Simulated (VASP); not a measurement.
Here is a VASP 6.6.1 calculation.

The input INCAR:

```
SYSTEM = AgCl
  PREC = Accurate
  ENCUT = 600
  EDIFF = 1E-7
  ISMEAR = 0
  SIGMA = 0.03
  LREAL = .FALSE.
  LASPH = .TRUE.
  NELM = 80
  ALGO = Normal
  ISIF = 2
  LWAVE = .FALSE.
  LCHARG = .FALSE.
  METAGGA = R2SCAN
  LMIXTAU = .TRUE.
  IBRION = 2
  NSW = 40
  EDIFFG = -0.01
```

File KPOINTS:

```
regular mesh
0
G
  8 8 8
  0 0 0
```

File POSCAR:

```
AgCl                                    
1.0
    0.0000000000      2.8263668754      2.8263668754
    2.8263668754     -0.0000000000      2.8263668754
    2.8263668754      2.8263668754      0.0000000000
  Ag              Cl            
     1     1
Direct
     1.0000000000000000    0.0000000000000000    1.0000000000000000
     0.5000000000000000    0.5000000000000000    0.5000000000000000
```

Potentials or basis: VASP PAW PBE potentials, release 64 (Ag, Cl).

Launch:

```bash
$ cat potpaw_PBE.64/Ag/POTCAR potpaw_PBE.64/Cl/POTCAR > POTCAR
$ mpirun -np 1 vasp_std > vasp.out
```

(1) Estimate the band gap on the k mesh.

## Answers

(1) 1.43 eV, indirect (least direct gap 3.52 eV).

Caveat: the relaxation stopped at its first step, so nothing moved.
